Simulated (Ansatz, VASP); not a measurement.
# InSe in two plane-wave programs

Wanted: the spread between two codes on one cell, functional and k mesh. The structure shown is the start of the Ansatz relaxation below; VASP solves that cell, so the two are compared at the walk's first step.

Calculated with Ansatz 0.2.0; plane waves, with VASP 6.6.1 beside it; single point at RPBE with D3(BJ).

### Step 1. Set-up

The cell holds 8 atoms: 4 Se and 4 In. Cell: a = 4.000 Å, b = 4.000 Å, c = 29.798 Å, α = 90.0°, β = 90.0°, γ = 120.0°. It derives from InSe. Vacuum lies along c.

### Step 2. Ansatz: relaxation, RPBE with D3(BJ)

Ansatz runs on its default PAW (the set named soft_2) files.

The two programs are compared at the cell with which this relaxation starts, whose forces are those of its first step.

input.yaml reads:

```yaml
crystal:
  lattice:
    - [4.0, 0.0, 0.0]
    - [-2.0, 3.464101615, 0.0]
    - [0.0, 0.0, 29.797712]
  atoms:
    - { symbol: Se, position: [0.0, 0.0, 0.731523011] }
    - { symbol: In, position: [0.333333333, 0.666666667, 0.689008203] }
    - { symbol: In, position: [0.333333333, 0.666666667, 0.594348318] }
    - { symbol: Se, position: [0.0, 0.0, 0.551720213] }
    - { symbol: Se, position: [0.333333333, 0.666666667, 0.448279787] }
    - { symbol: In, position: [0.666666667, 0.333333333, 0.40576498] }
    - { symbol: In, position: [0.666666667, 0.333333333, 0.311105094] }
    - { symbol: Se, position: [0.333333333, 0.666666667, 0.268476989] }
kpoints:
  mp_grid: { grid: [12, 12, 1] }
scf:
  occupations: { method: fermi_dirac, width: 0.02 }
  n_extra_bands: 8
hamiltonian:
  xc: rpbe
  pseudopotentials: { kind: paw }
  dispersion: d3bj
output:
  forces: true
  write_potential: true
  volumetric_format: []
relax:
  f_tol: 0.01
  max_steps: 40
  cell: { fix: [c, alpha, beta] }
```

Run with:

```console
ansatz run input.yaml --threads 4 --pin off --max-ram 8192MiB --backend cpu --events-out ev --progress --plain --runs-dir out
```

Numbers of over 12 decimals in the logs are rounded to 6 here.

Log:

```text
scf.n_extra_bands = 8 over 58 filled bands (N_el = 116.0): the run solves 66 bands
Engine: ansatz 0.2.0, x86_64-unknown-linux-gnu
Pseudopotentials: kind: paw
Pseudopotential: Se, paw, valence charge 16, recommended cutoff 420 eV (normal), Se.paw.azcp
Pseudopotential: In, paw, valence charge 13, recommended cutoff 420 eV (normal), In.paw.azcp
Functional definition: RPBE
  parameter kappa = 0.804
  parameter beta = 0.066725
  exchange = rpbe_x(kappa = kappa, mu = beta*pi^2/3)
  correlation = pbe_c(beta = beta)
Crystal: 8 atoms, lattice volume = 412.889 Å³
Basis set: ecut = 420 eV, 8115 PW (Γ), exchange–correlation on 54×54×400 points (8 copies of the dense FFT grid, shifted against one another)
Bands: 66, of which v1, the nominal top of the filled ones, is band 58 counted from 1 (57 counted from 0)
Symmetry: 6 space group operations
Space group: P3m1 (ITA 156), of the structure as read, at distance tolerance 7.4e-5 Å
k-points: 19 of 144 (time reversal used)
Non-local potential: Se, projectors of the file, l = 0: 2, l = 1: 2, l = 2: 3, l = 3: 1
Non-local potential: In, projectors of the file, l = 0: 2, l = 1: 2, l = 2: 2, l = 3: 2
PAW form: soft (Blöchl's): semilocal exchange-correlation on the pseudo side does not see the compensation charge
PAW frozen core: Se, regenerated for the run's functional, and the local potential with it (the file was generated under x = pbe(κ = 0.804, μ = 0.219515), c = pbe(β = 0.066725))
PAW frozen core: In, regenerated for the run's functional, and the local potential with it (the file was generated under x = pbe(κ = 0.804, μ = 0.219515), c = pbe(β = 0.066725))
PAW one-centre angular grid: Se, 590 points (default); XC on 64 Gauss nodes
PAW one-centre angular grid: In, 590 points (default); XC on 64 Gauss nodes
Initial density: superposition of atomic densities (neutral atoms: chi_scale 0, normalization atom), corrected by the library's trained network
Initial wavefunctions: pseudopotential atomic-orbital guess
Functional: x = rpbe, c = pbe(β = 0.066725)
SCF iter   1: F=—  HF=-44340.182621 eV  |F-HF|=—  |Δ(HF+E_count)|=         —  Δρ=2.02e-3  dr2=4.71e-2  ethr=1.77e-3  ⟨swp⟩=7.9  Hψ=5429  notcnv=0  defer=1
preconditioner: auto → Resta (q_TF=auto, 2.208 Å⁻¹)  ε∞=2.4  [insulator: Δε(μ)=1.213 eV  Ē_g=13.304 eV  σ=0.020 eV  W_gap=1.00  n_scr=86 (ndim 8)  ℏωp=15.9 eV  f_vac=0.445  D(μ)=0.00/eV (n_scr^D=0)  ε∞_Penn≈2.4  vacuum switching on, ρ_ref=1.3e-2 e/Å³]
SCF iter   2: F=—  HF=-44340.181492 eV  |F-HF|=—  |Δ(HF+E_count)|=   1.13e-3  Δρ=1.10e-3  dr2=4.75e-2  ethr=4.06e-5  ⟨swp⟩=3.8  Hψ=2287  notcnv=0  defer=72
SCF iter   3: F=—  HF=-44340.176999 eV  |F-HF|=—  |Δ(HF+E_count)|=   4.49e-3  Δρ=6.47e-4  dr2=2.10e-3  ethr=4.06e-5  ⟨swp⟩=2.0  Hψ=1392  notcnv=0  defer=72
SCF iter   4: F=—  HF=-44340.177327 eV  |F-HF|=—  |Δ(HF+E_count)|=   3.28e-4  Δρ=2.40e-4  dr2=2.14e-4  ethr=1.81e-6  ⟨swp⟩=2.0  Hψ=1479  notcnv=0  defer=72
SCF iter   5: F=—  HF=-44340.177479 eV  |F-HF|=—  |Δ(HF+E_count)|=   1.51e-4  Δρ=6.64e-5  dr2=3.44e-5  ethr=1.84e-7  ⟨swp⟩=2.1  Hψ=1603  notcnv=0  defer=72
SCF iter   6: F=—  HF=-44340.177524 eV  |F-HF|=—  |Δ(HF+E_count)|=   4.51e-5  Δρ=2.69e-5  dr2=1.14e-5  ethr=2.96e-8  ⟨swp⟩=2.0  Hψ=2090  notcnv=0  defer=72
SCF iter   7: F=—  HF=-44340.177526 eV  |F-HF|=—  |Δ(HF+E_count)|=   2.48e-6  Δρ=1.41e-5  dr2=1.59e-6  ethr=9.87e-9  ⟨swp⟩=2.0  Hψ=1398  notcnv=0  defer=72
SCF iter   8: F=—  HF=-44340.177529 eV  |F-HF|=—  |Δ(HF+E_count)|=   2.18e-6  Δρ=4.71e-6  dr2=1.52e-7  ethr=1.37e-9  ⟨swp⟩=2.0  Hψ=2003  notcnv=0  defer=72
SCF iter   9: F=-44340.177529 eV  HF=-44340.177529 eV  |F-HF|=3.73e-8  |Δ(HF+E_count)|=   1.65e-7  Δρ=2.13e-6  dr2=2.12e-8  ethr=8.62e-11  ⟨swp⟩=9.4  Hψ=8944  notcnv=0
SCF 1 converged in 9 iterations: F = -44340.177529 eV  dr2 = 2.12e-8
  greatest PAW one-centre occupation: 1.000 electrons in one spin orbital (limit 2), on the Se atom at site 4 (counted from 0), in its partial waves of l = 2
relax step   1: F+E_penalty+E_count = -44340.17752872 eV  Δ(F+E_penalty+E_count) = +0.000e0 eV  max|allowed force component| = 4.748e-1 eV/Å  Δτ_max = 0.0000 Å  P = -2.341 GPa  Ω = 412.889 Å³  fix = [c, alpha, beta]  reactions: c -1.800 GPa  (9 SCF iters, dr2 threshold 1.00e-7 eV, accepted)
[...]
relax step   7: F+E_penalty+E_count = -44340.87685471 eV  Δ(F+E_penalty+E_count) = -1.328e-4 eV  max|allowed force component| = 6.669e-4 eV/Å  Δτ_max = 0.0025 Å  P = -0.001 GPa  Ω = 361.568 Å³  energy of the carried Pulay correction = +6.890e-3 eV  fix = [c, alpha, beta]  reactions: c -0.003 GPa  (6 SCF iters, dr2 threshold 1.30e-7 eV, accepted)
[...]
relax step   8: F+E_penalty+E_count = -44340.87094573 eV  Δ(F+E_penalty+E_count) = +5.909e-3 eV  max|allowed force component| = 1.101e-3 eV/Å  Δτ_max = 0.0000 Å  P = -0.007 GPa  Ω = 361.568 Å³  fix = [c, alpha, beta]  reactions: c -0.003 GPa  stress off target by 8.72e-3 GPa on what of the cell is left free  SCF on the basis re-selected at this cell (its energy is not comparable with the rows above)  (9 SCF iters)
basis re-selected at this cell: Δ(F+E_penalty+E_count) = +5.909e-3 eV, ΔP = -0.006 GPa vs the last step (what re-selecting the basis moved, of the pressure what is left beyond the Pulay correction that the steps carried, after the strain that the cell walked since its last selection, with what the two solves' SCF thresholds leave and, on support functions, any second-order correction that the steps lacked; it is no m [...]
SCF converged after 9 iterations
Free energy (F): -44340.870946 eV
Harris-Foulkes:  -44340.870946 eV  (|F-HF|=5.09e-11)
Internal energy: -44340.870946 eV  (E = F + TS)
E sigma→0 (E₀):  -44340.870946 eV
Fermi energy:    3.351334 eV
--- Per-component energies (eV) ---
  E_band       = -2336.751700
  E_kinetic    = 1458.231879
  E_local      = -126780.372878  (includes V_loc(G=0)·N_el)
  E_nonlocal   = -922.064063
  E_hartree    = 62515.939504
  E_xc         = -1286.019837
  E_vxc        = -795.343881  (∫ρ·V_xc dr)
  E_paw        = -24319.562176  (= ΣΔE_a)
  E_vpaw       = -329.078658  (= ΣTr[D̂ρ^β])
  E_aug_tail   = -0.002238  (compensation charges beyond the density's cutoff)
  E_ewald      = 45006.733322
  E_disp       = -12.925487  (pairwise vdW)
  E_core_change = -0.828972  (= ΣΔE_core)
  E_smearing   = -0.000000  (= −TS)
  E_closure    = -0.000000  (closes the sum)
  Σ components = -44340.870946   (vs F -44340.870946, Δ=0.00e0)
--- Forces (eV/Å), atoms counted from 1 ---
  atom   1  Se     0.00000000     0.00000000     0.00099521
  atom   2  In     0.00000000    -0.00000000    -0.00061794
  atom   3  In     0.00000000    -0.00000000     0.00074439
  atom   4  Se     0.00000000     0.00000000    -0.00094792
  atom   5  Se    -0.00000000     0.00000000     0.00110142
  atom   6  In     0.00000000    -0.00000000    -0.00096689
  atom   7  In     0.00000000    -0.00000000     0.00075624
  atom   8  Se     0.00000000     0.00000000    -0.00106431
  max |Σ_I F_I| component: 1.85e-7 eV/Å
--- Stress (GPa, compression-positive) ---
       -0.008725       0.000000      -0.000000
        0.000000      -0.008725      -0.000000
       -0.000000      -0.000000      -0.003330
  P = ⅓ Tr σ = -0.0069 GPa (-0.069 kbar)
--- Band table (eV; the first three rows and the last of 19) ---
  k-point 0: bands = [... 54 lower, 2.3344, 2.3344, 2.3880, 2.3880, 4.3471, 5.2685, 6.1334, 6.4787, ... 4 higher]
  k-point 1: bands = [... 54 lower, 2.1791, 2.2379, 2.3199, 2.4697, 4.7599, 5.4849, 6.5820, 6.6519, ... 4 higher]
  k-point 2: bands = [... 54 lower, 1.9153, 1.9782, 2.1321, 2.5571, 5.2593, 5.5396, 6.3344, 6.5588, ... 4 higher]
  k-point 18: bands = [... 54 lower, 0.4820, 0.7117, 0.8436, 1.2493, 4.1065, 4.3766, 5.4515, 5.5398, ... 4 higher]
--- Relaxed structure (7 steps of the walk, 7 accepted, 1 SCFs on fresh bases) ---
  F+E_penalty+E_count = -44340.87094573 eV   max|allowed force component| = 1.101e-3 eV/Å   (the final SCF, on the basis selected at the relaxed cell)
  cell:  # Å, volume = 361.5678 Å³
    - [3.743157, 0, 0]
    - [-1.871579, 3.241669, 0]
    - [0, 0, 29.797712]
  atoms:
    - { symbol: Se, position: [-2.990040439620322e-17, -1.619075244675843e-17, 0.723743] }
    - { symbol: In, position: [0.333333, 0.666667, 0.676506] }
    - { symbol: In, position: [0.333333, 0.666667, 0.585845] }
    - { symbol: Se, position: [-3.1386257435068445e-17, -1.619075244675843e-17, 0.538551] }
    - { symbol: Se, position: [0.333333, 0.666667, 0.461352] }
    - { symbol: In, position: [0.666667, 0.333333, 0.414247] }
    - { symbol: In, position: [0.666667, 0.333333, 0.323612] }
    - { symbol: Se, position: [0.333333, 0.666667, 0.276372] }
```

Reading the cycles: dr2 is the Hartree energy of the density residual (eV), the measure of convergence; HF is the Harris–Foulkes estimate of the energy, which meets the free energy F at convergence.

### Step 3. VASP: single point, RPBE with D3(BJ), start cell

The same cell, functional, mesh and smearing now go to VASP, with its own data sets.

Lines of VASP's logs that name or quote its potential files are left out, and so is its time.

INCAR reads:

```
SYSTEM = InSe
PREC = Accurate
ENCUT = 400
EDIFF = 1E-06
NELM = 120
ISMEAR = -1
SIGMA = 0.02
LREAL = .FALSE.
ALGO = Normal
GGA = RP
IVDW = 12
NBANDS = 47
LORBIT = 11
LWAVE = .FALSE.
LCHARG = .FALSE.
ISIF = 2
LASPH = .TRUE.
GGA_COMPAT = .FALSE.
EFERMI = MIDGAP
KPAR = 2
```

POSCAR reads:

```
InSe
1.0
    4.0000000000      0.0000000000      0.0000000000
   -2.0000000000      3.4641020000      0.0000000000
    0.0000000000      0.0000000000     29.7977120000
Se In
4 4
Direct
    0.0000000000      0.0000000000      0.7315230109
    0.0000000000      0.0000000000      0.5517202126
    0.3333332852      0.6666665704      0.4482797874
    0.3333332852      0.6666665704      0.2684769891
    0.3333332852      0.6666665704      0.6890082030
    0.3333332852      0.6666665704      0.5943483178
    0.6666667148      0.3333334296      0.4057649795
    0.6666667148      0.3333334296      0.3111050942
```

KPOINTS reads:

```
Automatic mesh
0
Gamma
12 12 1
0 0 0
```

Potentials, in the order of the species: Se and In_d (PBE family, release 64).

Run with:

```console
mpirun -np 2 vasp_std
```

Log:

```text
[banner, memory and clock lines left out]
running    2 mpi-ranks, on    1 nodes
 distrk:  each k-point on    1 cores,    2 groups
 distr:  one band on    1 cores,    1 groups

 POSCAR found type information on POSCAR SeIn
 POSCAR found :  2 types and       8 ions
|                                                                             |
|               ----> ADVICE to this user running VASP <----                  |
|                                                                             |
|     You enforced a specific xc type in the INCAR file but a different       |
|     [... a line on the potential file left out ...]
|     I HOPE YOU KNOW WHAT YOU ARE DOING!                                     |
|                                                                             |

 LDA part: xc-table for (Slater+PW92), standard interpolation
 POSCAR, INCAR and KPOINTS ok, starting setup
 FFT: planning ... GRIDC
 FFT: planning ... GRID_SOFT
 FFT: planning ... GRID
 WAVECAR not read
 entering main loop
       N       E                     dE             d eps       ncg     rms          rms(c)
DAV:   1     0.653330745733E+03    0.65333E+03   -0.29198E+04  1930   0.126E+03
DAV:   2     0.562833175377E+02   -0.59705E+03   -0.58189E+03  1989   0.345E+02
DAV:   3    -0.225721092443E+02   -0.78855E+02   -0.77899E+02  2205   0.161E+02
DAV:   4    -0.263896986519E+02   -0.38176E+01   -0.38033E+01  2112   0.395E+01
DAV:   5    -0.265382164765E+02   -0.14852E+00   -0.14849E+00  2340   0.705E+00    0.101E+01
DAV:   6    -0.257033272291E+02    0.83489E+00   -0.15036E+00  2370   0.155E+01    0.619E+00
DAV:   7    -0.257277134762E+02   -0.24386E-01   -0.12087E+00  2642   0.658E+00    0.133E+00
DAV:   8    -0.257134523397E+02    0.14261E-01   -0.13883E-01  2644   0.401E+00    0.105E+00
DAV:   9    -0.257178044450E+02   -0.43521E-02   -0.24687E-02  2237   0.768E-01    0.516E-01
DAV:  10    -0.257195550464E+02   -0.17506E-02   -0.33096E-03  2413   0.565E-01    0.186E-01
DAV:  11    -0.257203886972E+02   -0.83365E-03   -0.16562E-03  2335   0.244E-01    0.439E-02
DAV:  12    -0.257204941018E+02   -0.10540E-03   -0.14862E-04  2526   0.585E-02    0.443E-02
DAV:  13    -0.257206222677E+02   -0.12817E-03   -0.91865E-05  2057   0.343E-02    0.178E-02
DAV:  14    -0.257206714217E+02   -0.49154E-04   -0.62680E-06  1744   0.211E-02    0.106E-02
[...]
DAV:  18    -0.257208427460E+02   -0.29396E-04   -0.37808E-06  1590   0.572E-03    0.152E-03
DAV:  19    -0.257208484662E+02   -0.57202E-05   -0.33601E-07  1501   0.530E-03    0.824E-04
DAV:  20    -0.257208535403E+02   -0.50741E-05   -0.11090E-07  1318   0.314E-03    0.755E-04
DAV:  21    -0.257208604639E+02   -0.69236E-05   -0.23520E-07  1423   0.430E-03    0.545E-04
DAV:  22    -0.257208619235E+02   -0.14596E-05   -0.43165E-08  1292   0.162E-03    0.494E-04
DAV:  23    -0.257208647427E+02   -0.28192E-05   -0.10096E-07  1329   0.261E-03    0.232E-04
DAV:  24    -0.257208661037E+02   -0.13610E-05   -0.58657E-08  1359   0.105E-03    0.137E-04
DAV:  25    -0.257208662452E+02   -0.14148E-06   -0.11250E-08  1278   0.717E-04
   1 F= -.36155438E+02 E0= -.36155438E+02  d E =-.804296E-14
```

[end of part 1 of 2]

[Lines on the potential files, build, host, timing and source positions are cut from VASP's logs without a mark.]

[Logs are printed without paths, hosts, clocks, repeated set-up lines and the standing remarks that a program may print on its own settings, such as how far it seeks lower states.]

[Hosts, paths, dates, database ids (printed as entryN), source tags and the programs' standing remarks are cut or masked in the printed files.]
